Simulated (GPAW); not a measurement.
# Pd (Fm-3m) in GPAW: notebook

Aim: see how the results for Pd move with the level of theory and the settings. Levels: M06-L, vdW-DF2, rSCAN+D4, r4SCAN, TPSS. Tasks: band structure, equation of state.

Everything below comes from runs of GPAW 26.7.0. Logs are shortened: lines on timing, memory, paths and dates and some standing lists are left out, and cuts for length are marked. The log counts tension as positive stress, the text compression.

**1. The crystal as given**

Symmetry: Fm-3m, No. 225, cubic system. Conventional cell: a = 3.893 Å, b = 3.893 Å, c = 3.893 Å, α = 90.00°, β = 90.00°, γ = 90.00°. Around Pd (site symmetry m-3m) lie 12 Pd at 2.75 Å.

**2. Band structure, M06-L, spin-orbit coupling, no magnetisation**

The input, run.py:

```python
import numpy as np
import spglib
from ase import Atoms
from ase.dft.bandgap import bandgap
from ase.io import read, write
from ase.units import GPa
from gpaw import GPAW, PW
from gpaw.spinorbit import soc_eigenstates

atoms = read('Pd.cif')
cell, positions, numbers = spglib.find_primitive(
    (atoms.cell[:], atoms.get_scaled_positions(), atoms.numbers), symprec=1e-4)
atoms = Atoms(numbers, cell=cell, scaled_positions=positions, pbc=True)

calc = GPAW(mode=PW(600),
            xc='M06-L',
            kpts={'size': (9, 9, 9), 'gamma': True},
            occupations={'name': 'fermi-dirac', 'width': 0.05},
            nbands=17,
            convergence={'density': 1e-05, 'energy': 1e-05},
            maxiter=150,
            txt='gpaw.txt')
atoms.calc = calc
energy = atoms.get_potential_energy()
forces = atoms.get_forces()
stress = atoms.get_stress()
calc.write('gs.gpw')
write('result.traj', atoms)
print(f'Energy: {energy:.6f} eV')
print('Forces (eV/A):')
print(forces.round(4))
print('Stress (GPa):', (stress / GPa).round(3))
print('Fermi level:', round(calc.get_fermi_level(), 4), 'eV')
print(f'Gap: {bandgap(calc)[0]:.4f} eV, direct: {bandgap(calc, direct=True)[0]:.4f} eV')

path = atoms.cell.bandpath('GXWKGLUWLK,UX', npoints=100, eps=1e-4)
bs_calc = calc.fixed_density(kpts=path, symmetry='off', nbands=25,
                             convergence={'bands': 'CBM+6.0', 'eigenstates': 1e-6}, txt='bands.txt')
bs = bs_calc.band_structure()
bs.write('bs.json')
print(f'Gap on the path: {bandgap(bs_calc)[0]:.4f} eV')

soc = soc_eigenstates(bs_calc, theta=0, phi=0, ignore_xc_potential=True)
np.savetxt('soc_bands.dat', soc.eigenvalues(), fmt='%.4f')
mesh = soc_eigenstates('gs.gpw', theta=0, phi=0, ignore_xc_potential=True)
np.savetxt('soc_mesh.dat', mesh.eigenvalues(), fmt='%.4f')
print('Fermi level with spin-orbit coupling:', round(mesh.fermi_level, 4), 'eV')
```

The input, Pd.cif:

```cif
data_Pd
_cell_length_a 3.89300000
_cell_length_b 3.89300000
_cell_length_c 3.89300000
_cell_angle_alpha 90.00000000
_cell_angle_beta 90.00000000
_cell_angle_gamma 90.00000000
_space_group_name_H-M_alt 'Fm-3m'
_space_group_name_Hall '-F 4 2 3'
_space_group_IT_number 225
loop_
_space_group_symop_operation_xyz
'x,y,z'
'-x,-y,-z'
'-y,x,z'
'y,-x,-z'
'-x,-y,z'
'x,y,-z'
'y,-x,z'
'-y,x,-z'
'x,-y,-z'
'-x,y,z'
'-y,-x,-z'
'y,x,z'
'-x,y,-z'
'x,-y,z'
'y,x,-z'
'-y,-x,z'
'z,x,y'
'-z,-x,-y'
'z,-y,x'
'-z,y,-x'
'z,-x,-y'
'-z,x,y'
'z,y,-x'
'-z,-y,x'
'-z,x,-y'
'z,-x,y'
'-z,-y,-x'
'z,y,x'
'-z,-x,y'
'z,x,-y'
'-z,y,x'
'z,-y,-x'
'y,z,x'
'-y,-z,-x'
'x,z,-y'
'-x,-z,y'
'-y,z,-x'
'y,-z,x'
'-x,z,y'
'x,-z,-y'
'-y,-z,x'
'y,z,-x'
'-x,-z,-y'
'x,z,y'
'y,-z,-x'
'-y,z,x'
'x,-z,y'
'-x,z,-y'
'x,y+1/2,z+1/2'
'-x,-y+1/2,-z+1/2'
'-y,x+1/2,z+1/2'
[... 62 lines left out ...]
'-z+1/2,-x,-y+1/2'
'z+1/2,-y,x+1/2'
'-z+1/2,y,-x+1/2'
'z+1/2,-x,-y+1/2'
'-z+1/2,x,y+1/2'
'z+1/2,y,-x+1/2'
'-z+1/2,-y,x+1/2'
'-z+1/2,x,-y+1/2'
'z+1/2,-x,y+1/2'
'-z+1/2,-y,-x+1/2'
'z+1/2,y,x+1/2'
'-z+1/2,-x,y+1/2'
'z+1/2,x,-y+1/2'
'-z+1/2,y,x+1/2'
'z+1/2,-y,-x+1/2'
'y+1/2,z,x+1/2'
'-y+1/2,-z,-x+1/2'
'x+1/2,z,-y+1/2'
'-x+1/2,-z,y+1/2'
'-y+1/2,z,-x+1/2'
'y+1/2,-z,x+1/2'
'-x+1/2,z,y+1/2'
'x+1/2,-z,-y+1/2'
'-y+1/2,-z,x+1/2'
'y+1/2,z,-x+1/2'
'-x+1/2,-z,-y+1/2'
'x+1/2,z,y+1/2'
'y+1/2,-z,-x+1/2'
'-y+1/2,z,x+1/2'
'x+1/2,-z,y+1/2'
'-x+1/2,z,-y+1/2'
'x+1/2,y+1/2,z'
'-x+1/2,-y+1/2,-z'
'-y+1/2,x+1/2,z'
'y+1/2,-x+1/2,-z'
'-x+1/2,-y+1/2,z'
'x+1/2,y+1/2,-z'
'y+1/2,-x+1/2,z'
'-y+1/2,x+1/2,-z'
'x+1/2,-y+1/2,-z'
'-x+1/2,y+1/2,z'
'-y+1/2,-x+1/2,-z'
'y+1/2,x+1/2,z'
'-x+1/2,y+1/2,-z'
'x+1/2,-y+1/2,z'
'y+1/2,x+1/2,-z'
'-y+1/2,-x+1/2,z'
'z+1/2,x+1/2,y'
'-z+1/2,-x+1/2,-y'
'z+1/2,-y+1/2,x'
'-z+1/2,y+1/2,-x'
'z+1/2,-x+1/2,-y'
'-z+1/2,x+1/2,y'
'z+1/2,y+1/2,-x'
'-z+1/2,-y+1/2,x'
'-z+1/2,x+1/2,-y'
'z+1/2,-x+1/2,y'
'-z+1/2,-y+1/2,-x'
'z+1/2,y+1/2,x'
'-z+1/2,-x+1/2,y'
'z+1/2,x+1/2,-y'
'-z+1/2,y+1/2,x'
'z+1/2,-y+1/2,-x'
'y+1/2,z+1/2,x'
'-y+1/2,-z+1/2,-x'
'x+1/2,z+1/2,-y'
'-x+1/2,-z+1/2,y'
'-y+1/2,z+1/2,-x'
'y+1/2,-z+1/2,x'
'-x+1/2,z+1/2,y'
'x+1/2,-z+1/2,-y'
'-y+1/2,-z+1/2,x'
'y+1/2,z+1/2,-x'
'-x+1/2,-z+1/2,-y'
'x+1/2,z+1/2,y'
'y+1/2,-z+1/2,-x'
'-y+1/2,z+1/2,x'
'x+1/2,-z+1/2,y'
'-x+1/2,z+1/2,-y'
loop_
_atom_site_label
_atom_site_type_symbol
_atom_site_symmetry_multiplicity
_atom_site_Wyckoff_symbol
_atom_site_fract_x
_atom_site_fract_y
_atom_site_fract_z
_atom_site_occupancy
Pd1 Pd 4 a 0.0000000000 0.0000000000 0.0000000000 1
```

Potentials or basis: GPAW PAW data sets (gpaw-data 1.2.1), pw.

Launch:

```console
$ OMP_NUM_THREADS=1 python run.py
```

gpaw.txt:

```text
__  _  _
 | _ |_)|_||  |
 |__||  | ||/\| - 26.7.0

Input parameters:
  mode=PW(ecut=600.0),
  convergence={'density': 1e-05, 'energy': 1e-05},
  kpts=MonkhorstPack(size=(9, 9, 9), gamma=True),
  maxiter=150,
  nbands=17,
  occupations=Occupations(name='fermi-dirac', width=0.05),
  xc=XC(name='M06-L')

Diagonalizing LCAO Hamiltonian
Converting LCAO to pw mode

       Pd

Atoms  # Å, Bohr magnetons
|   | symbol |        x |        y |        z |    initial magnetic moments |
|---|--------|----------|----------|----------|-----------------------------|
| 0 |     Pd | 0.000000 | 0.000000 | 0.000000 | ( 0.0000,  0.0000,  0.0000) |

Unit cell  # Å
| periodic |        x |        y |        z |  lengths |    angles |
|----------|----------|----------|----------|----------|-----------|
|      yes | 0.000000 | 1.946500 | 1.946500 | 2.752767 | 60.000000 |
|      yes | 1.946500 | 0.000000 | 1.946500 | 2.752767 | 60.000000 |
|      yes | 1.946500 | 1.946500 | 0.000000 | 2.752767 | 60.000000 |

Number of symmetries: 48
Symmetry operations  # r_c * U_cc + t_c -> r_c
|    | kind |            matrix            |
|----|------|------------------------------|
|  0 |  σ   |  1, 0, 0,  1, 0,-1,  1,-1, 0 |
|  1 |  C2  |  1, 0, 0,  1,-1, 0,  1, 0,-1 |
|  2 |  E   |  1, 0, 0,  0, 1, 0,  0, 0, 1 |
|  3 |  σ   |  1, 0, 0,  0, 0, 1,  0, 1, 0 |
|  4 |  C4  |  1, 0,-1,  1, 0, 0,  1,-1, 0 |
|  5 |  S6  |  1, 0,-1,  1,-1, 0,  1, 0, 0 |
|  6 |  σ   |  1, 0,-1,  0, 1,-1,  0, 0,-1 |
|  7 |  C3  |  1, 0,-1,  0, 0,-1,  0, 1,-1 |
|  8 |  S6  |  1,-1, 0,  1, 0, 0,  1, 0,-1 |
|  9 |  C4  |  1,-1, 0,  1, 0,-1,  1, 0, 0 |
| 10 |  C3  |  1,-1, 0,  0,-1, 1,  0,-1, 0 |
| 11 |  σ   |  1,-1, 0,  0,-1, 0,  0,-1, 1 |
| 12 |  σ   |  0, 1, 0,  1, 0, 0,  0, 0, 1 |
| 13 |  C4  |  0, 1, 0,  0, 1,-1, -1, 1, 0 |
| 14 |  C3  |  0, 1, 0,  0, 0, 1,  1, 0, 0 |
| 15 |  S6  |  0, 1, 0, -1, 1, 0,  0, 1,-1 |
| 16 |  C2  |  0, 1,-1,  1, 0,-1,  0, 0,-1 |
| 17 |  σ   |  0, 1,-1,  0, 1, 0, -1, 1, 0 |
| 18 |  S4  |  0, 1,-1,  0, 0,-1,  1, 0,-1 |
| 19 |  C4  |  0, 1,-1, -1, 1, 0,  0, 1, 0 |
| 20 |  C3  |  0, 0, 1,  1, 0, 0,  0, 1, 0 |
| 21 |  σ   |  0, 0, 1,  0, 1, 0,  1, 0, 0 |
| 22 |  S6  |  0, 0, 1,  0,-1, 1, -1, 0, 1 |
| 23 |  C4  |  0, 0, 1, -1, 0, 1,  0,-1, 1 |
| 24 |  S4  |  0, 0,-1,  1, 0,-1,  0, 1,-1 |
| 25 |  C3  |  0, 0,-1,  0, 1,-1,  1, 0,-1 |
| 26 |  C2  |  0, 0,-1,  0,-1, 0, -1, 0, 0 |
| 27 |  S6  |  0, 0,-1, -1, 0, 0,  0,-1, 0 |
| 28 |  S4  |  0,-1, 1,  1,-1, 0,  0,-1, 0 |
| 29 |  C4  |  0,-1, 1,  0, 0, 1, -1, 0, 1 |
| 30 |  C2  |  0,-1, 1,  0,-1, 0,  1,-1, 0 |
| 31 |  σ   |  0,-1, 1, -1, 0, 1,  0, 0, 1 |
| 32 |  C3  |  0,-1, 0,  1,-1, 0,  0,-1, 1 |
| 33 |  S6  |  0,-1, 0,  0, 0,-1, -1, 0, 0 |
| 34 |  S4  |  0,-1, 0,  0,-1, 1,  1,-1, 0 |
| 35 |  C2  |  0,-1, 0, -1, 0, 0,  0, 0,-1 |
| 36 |  C2  | -1, 1, 0,  0, 1, 0,  0, 1,-1 |
| 37 |  S6  | -1, 1, 0,  0, 1,-1,  0, 1, 0 |
| 38 |  S4  | -1, 1, 0, -1, 0, 1, -1, 0, 0 |
| 39 |  C3  | -1, 1, 0, -1, 0, 0, -1, 0, 1 |
| 40 |  S6  | -1, 0, 1,  0, 0, 1,  0,-1, 1 |
| 41 |  C2  | -1, 0, 1,  0,-1, 1,  0, 0, 1 |
| 42 |  C3  | -1, 0, 1, -1, 1, 0, -1, 0, 0 |
| 43 |  S4  | -1, 0, 1, -1, 0, 0, -1, 1, 0 |
| 44 |  C2  | -1, 0, 0,  0, 0,-1,  0,-1, 0 |
| 45 |  i   | -1, 0, 0,  0,-1, 0,  0, 0,-1 |
| 46 |  σ   | -1, 0, 0, -1, 1, 0, -1, 0, 1 |
| 47 |  C2  | -1, 0, 0, -1, 0, 1, -1, 1, 0 |

BZ-sampling:
  Number of BZ points: 729
  Number of IBZ points: 35

  Monkhorst-Pack size: [9, 9, 9]
  Monkhorst-Pack shift: [0, 0, 0]

K-points  # in reciprocal-cell coordinates
|     |                                coordinates |     weight |
|-----|--------------------------------------------|------------|
|   0 | (  0.00000000,   0.00000000,   0.00000000) | 0.00137174 |
|   1 | (  0.11111111,   0.11111111,   0.00000000) | 0.00823045 |
|   2 | (  0.11111111,   0.11111111,   0.11111111) | 0.01097394 |
|   3 | (  0.22222222,   0.11111111,   0.11111111) | 0.01646091 |
|   4 | (  0.22222222,   0.22222222,   0.00000000) | 0.00823045 |
|   5 | (  0.22222222,   0.22222222,   0.11111111) | 0.03292181 |
|   6 | (  0.22222222,   0.22222222,   0.22222222) | 0.01097394 |
|   7 | (  0.33333333,   0.22222222,   0.11111111) | 0.03292181 |
|   8 | (  0.33333333,   0.22222222,   0.22222222) | 0.03292181 |
|   9 | (  0.33333333,   0.33333333,  -0.33333333) | 0.01646091 |
| ... |                                            |            |
|  34 | (  0.44444444,   0.44444444,   0.44444444) | 0.01097394 |

Plane wave coefficients: 531
Cutoff: 600.0 eV

Spin-components: 1 (collinear spins)
Bands:           17
Projectors:      6
Spin-degeneracy: 2
Datatype:        complex128

Parallelization:
  kpt:    1
  domain: 1
  band:   1

Density:
  Valence electrons: 16.0
  Components: 1
  Grid points: [16 16 16]
  Charge: 0.0  # |e|

Potential:
  Grid points: [16 16 16]

species:
  Pd:
    name:    Palladium
    Z:       46.0
    valence: 16
    core:    30
    charge:  0.0  # [|e|]
    compensation charges:
      type: gauss
      rc: 0.38  # [Å]
      lmax: 2
    cutoffs:
      filter: 2.38  # [Å]
      core: 2.28  # [Å]
    projectors
    | kind |    occ | energy [eV] | rcut [Å] |
    |------|--------|-------------|----------|
    |   5s |  0.000 |      -3.315 |    1.228 |
    |   4p |  6.000 |     -51.209 |    1.360 |
    |   5p |  0.000 |      -0.314 |    1.360 |
    |   4d | 10.000 |      -4.047 |    1.228 |
    |    s |        |      23.896 |    1.228 |
    |    d |        |      23.165 |    1.228 |

    Using partial waves for Pd as LCAO basis

Reference energy: -137227.490718  # eV

eigensolver:
  PPCG
  Converge bands: occupied
  niter=2

density mixing:
  MSR1-Mixer
  Pratt-step length: 0.05
  Maximum mixing coefficient: 0.75
  Old densities: 10
  SVD Regularization: 0.005
  Good broyden scale: 1.0
  Trust region scale: 1.0
  Backstep threshold: 4.0
  History deletion threshold: 6.0
  Fourier metric: weight=20.0, sigma=0.015

occupation numbers:
  Fermi-Dirac:
    width: 0.0500  # eV

poisson solver:
  ecut: 4800.0  # eV

xc functional:
  name: M06-L with 2 nearest neighbor stencil

convergence criteria:
- Maximum integral of absolute [dens]ity change: 1e-05 electrons / valence electron
- Maximum [total energy] change in last 3 cyles: 1e-05 eV / valence electron
- Maximum integral of absolute [eigenst]ate change: 4e-08 eV^2 / valence electron
maximum number of iterations: 150

SCF iterations
|iter     | |      energy | eigst |  dens |
|---------|-|-------------|-------|-------|
|iter:   1| | -691.075161 | +3.98 |       |
|iter:   2| |   -1.606083 | +1.78 | -0.44 |
|iter:   3| |  -12.904666 | +0.63 | -1.02 |
|iter:   4| |  -13.007061 | -1.35 | -1.12 |
|iter:   5| |  -12.984883 | -3.36 | -1.66 |
|iter:   6| |  -12.733297 | -2.29 | -1.71 |
|iter:   7| |  -12.527828 | -2.33 | -2.00 |
|iter:   8| |  -12.514200 | -3.87 | -2.28 |
|iter:   9| |  -12.435308 | -3.72 | -2.32 |
|iter:  10| |  -12.417444 | -3.42 | -2.56 |
|iter:  11| |  -12.454296 | -3.49 | -2.70 |
|iter:  12| |  -12.672822 | -2.91 | -2.60 |
|iter:  13| |  -12.667256 | -3.78 | -2.40 |
|iter:  14| |  -12.787206 | -4.19 | -2.34 |
|iter:  15| |  -12.758375 | -3.35 | -2.29 |
|iter:  16| |  -12.855714 | -1.00 | -2.56 |
|iter:  17| |  -12.796254 | -2.56 | -2.42 |
|iter:  18| |  -12.791701 | -2.56 | -2.70 |
|iter:  19| |  -12.834692 | -2.76 | -2.62 |
|iter:  20| |  -12.834411 | -4.70 | -2.83 |
|iter:  21| |  -12.813512 | -3.45 | -3.09 |
|iter:  22| |  -12.784532 | -2.87 | -3.52 |
|iter:  23| |  -12.762154 | -3.82 | -3.73 |
|iter:  24| |  -12.761258 | -5.67 | -3.37 |
|iter:  25| |  -12.760382 | -5.37 | -3.49 |
|iter:  26| |  -12.760624 | -5.32 | -3.51 |
|iter:  27| |  -12.765551 | -4.33 | -3.55 |
|iter:  28| |  -12.760189 | -4.41 | -3.38 |
|iter:  29| |  -12.761502 | -4.96 | -3.64 |
|iter:  30| |  -12.761354 | -7.38 | -3.64 |
|iter:  31| |  -12.760403 | -5.75 | -3.64 |
|iter:  32| |  -12.760402 | -5.06 | -3.89 |
|iter:  33| |  -12.760110 | -5.36 | -3.59 |
|iter:  34| |  -12.760108 | -6.97 | -4.31 |
|iter:  35| |  -12.760107c| -6.86 | -4.52 |
|iter:  36| |  -12.760107c| -7.59c| -5.01c|

Converged in 36 steps
Energy contributions relative to reference atoms: (reference = -137227.490718)

Energy contributions:
  Kinetic:          20.298031
  Coulomb:         -23.444227
  Zero:              0.093307
  External:          0.000000
  Xc:               -9.698076
  Entropy:          -0.018286
  Spinorbit:         0.000000
  ----------------------------
  Free energy:     -12.769250
  Extrapolated:    -12.760107

dipole moment: (-11.448487, -11.448487, -11.448487)  # |e|*Ang

Fermi level: 9.285
Eigenvalues  # (at kpt = [0.000, 0.000, 0.000])
| band index |      eig [eV] | occ [0-2] |
|------------|---------------|-----------|
|          0 |       -42.232 |     2.000 |
|          1 |       -42.232 |     2.000 |
|          2 |       -42.232 |     2.000 |
|          3 |         2.310 |     2.000 |
|          4 |         6.494 |     2.000 |
|          5 |         6.494 |     2.000 |
|          6 |         6.494 |     2.000 |
|          7 |         8.022 |     2.000 |
|          8 |         8.022 |     2.000 |
|          9 |        20.507 |     0.000 |
|         10 |        26.427 |     0.000 |
|         11 |        31.658 |     0.000 |
|         12 |        31.658 |     0.000 |
|         13 |        31.658 |     0.000 |
|         14 |        35.135 |     0.000 |
|         15 |        39.864 |     0.000 |
|         16 |        39.864 |     0.000 |

No gap
No difference between direct/indirect transitions

Forces  # eV/Ang
|       x |        y |        z |
|---------|----------|----------|
| 0.00000 | -0.00000 | -0.00000 |  # Pd   0

Stress tensor  # eV/Ang^3
|         x |         y |         z |
|-----------|-----------|-----------|
| -0.000864 |  0.000000 | -0.000000 |
|  0.000000 | -0.000864 | -0.000000 |
| -0.000000 | -0.000000 | -0.000864 |

# Writing to gs.gpw (mode='')
```

Run time: 92 s. Hardware: 1 thread of AMD EPYC 7B13 (Zen 3), shared host; peak memory 0.28 GiB.

Results:

| Quantity | Value |
| --- | --- |
| Free energy | -12.7693 eV |
| Pressure | 0.1 GPa |
| Band gap along the path | none (metal or under the smearing width) |

Levels at the corners of the path, in eV from the Fermi level:
```csv
point,band 14,band 15,band 16,band 17,band 18
Γ,-2.62,-1.24,-1.24,-1.24,-1.24
X,0.20,0.49,0.49,3.58,3.58
W,-1.36,0.33,0.33,9.06,9.06
K,-1.01,-0.11,-0.11,7.35,7.35
Γ,-2.62,-1.24,-1.24,-1.24,-1.24
L,-0.12,0.07,0.07,0.99,0.99
U,-1.01,-0.11,-0.11,7.35,7.35
W,-1.36,0.33,0.33,9.06,9.06
L,-0.12,0.07,0.07,0.99,0.99
K,-1.01,-0.11,-0.11,7.35,7.35
U,-1.01,-0.11,-0.11,7.35,7.35
X,0.20,0.49,0.49,3.58,3.58
```

Caveat: spin-orbit coupling was added after a scalar SCF, so levels and gaps hold it while energy, forces, pressure and moments don't; this program's spin-orbit splittings come out too wide for heavy elements; the PAW data sets were made with another functional, which shifts forces and pressure a little.

**3. Band structure, vdW-DF2, spin-orbit coupling, no magnetisation**

The input, run.py:

```python
import numpy as np
from ase.dft.bandgap import bandgap
from ase.io import read, write
from gpaw import GPAW, PW
from gpaw.spinorbit import soc_eigenstates

atoms = read('Pd.cif')

calc = GPAW(mode=PW(600),
            xc={'name': 'vdW-DF2', 'backend': 'libvdwxc'},
            kpts={'size': (9, 9, 9), 'gamma': True},
            occupations={'name': 'fermi-dirac', 'width': 0.05},
            nbands=17,
            convergence={'density': 1e-05, 'energy': 1e-05},
            maxiter=150,
            txt='gpaw.txt')
atoms.calc = calc
energy = atoms.get_potential_energy()
forces = atoms.get_forces()
calc.write('gs.gpw')
write('result.traj', atoms)
print(f'Energy: {energy:.6f} eV')
print('Forces (eV/A):')
print(forces.round(4))
print('Fermi level:', round(calc.get_fermi_level(), 4), 'eV')
print(f'Gap: {bandgap(calc)[0]:.4f} eV, direct: {bandgap(calc, direct=True)[0]:.4f} eV')

path = atoms.cell.bandpath('GXWKGLUWLK,UX', npoints=100, eps=1e-4)
bs_calc = calc.fixed_density(kpts=path, symmetry='off', nbands=25,
                             convergence={'bands': 'CBM+6.0', 'eigenstates': 1e-6}, txt='bands.txt')
bs = bs_calc.band_structure()
bs.write('bs.json')
print(f'Gap on the path: {bandgap(bs_calc)[0]:.4f} eV')

soc = soc_eigenstates(bs_calc, theta=0, phi=0)
np.savetxt('soc_bands.dat', soc.eigenvalues(), fmt='%.4f')
mesh = soc_eigenstates('gs.gpw', theta=0, phi=0)
np.savetxt('soc_mesh.dat', mesh.eigenvalues(), fmt='%.4f')
print('Fermi level with spin-orbit coupling:', round(mesh.fermi_level, 4), 'eV')
```

The input, Pd.cif:

```cif
data_Pd
_cell_length_a 2.75276670
_cell_length_b 2.75276670
_cell_length_c 2.75276670
_cell_angle_alpha 60.00000000
_cell_angle_beta 60.00000000
_cell_angle_gamma 60.00000000
_space_group_name_H-M_alt 'P1'
_space_group_name_Hall 'P 1'
_space_group_IT_number 1
loop_
_space_group_symop_operation_xyz
'x,y,z'
loop_
_atom_site_label
_atom_site_type_symbol
_atom_site_symmetry_multiplicity
_atom_site_Wyckoff_symbol
_atom_site_fract_x
_atom_site_fract_y
_atom_site_fract_z
_atom_site_occupancy
Pd1 Pd 1 a 0.0000000000 0.0000000000 0.0000000000 1
```

Potentials or basis: GPAW PAW data sets (gpaw-data 1.2.1), pw.

Launch:

```console
$ OMP_NUM_THREADS=1 python run.py
```

It took 15 s on 1 thread of AMD EPYC 7B13 (Zen 3), shared host; peak memory 0.21 GiB.

The run converged. Its results:

| Quantity | Value |
| --- | --- |
| Free energy | -99.9418 eV |
| Band gap along the path | none (metal or under the smearing width) |

Levels at the corners of the path, in eV from the Fermi level:
```csv
point,band 14,band 15,band 16,band 17,band 18
Γ,-2.59,-1.20,-1.20,-1.20,-1.20
X,0.18,0.47,0.47,3.81,3.81
W,-1.29,0.31,0.31,9.17,9.17
K,-0.95,-0.12,-0.12,7.49,7.49
Γ,-2.59,-1.20,-1.20,-1.20,-1.20
L,-0.12,0.08,0.08,1.52,1.52
U,-0.95,-0.12,-0.12,7.49,7.49
W,-1.29,0.31,0.31,9.17,9.17
L,-0.12,0.08,0.08,1.52,1.52
K,-0.95,-0.12,-0.12,7.49,7.49
U,-0.95,-0.12,-0.12,7.49,7.49
X,0.18,0.47,0.47,3.81,3.81
```

Caveat: spin-orbit coupling was added after a scalar SCF, so levels and gaps hold it while energy, forces, pressure and moments don't; this program's spin-orbit splittings come out too wide for heavy elements; the PAW data sets were made with another functional, which shifts forces and pressure a little.

(Part 1 of 2 ends here.)
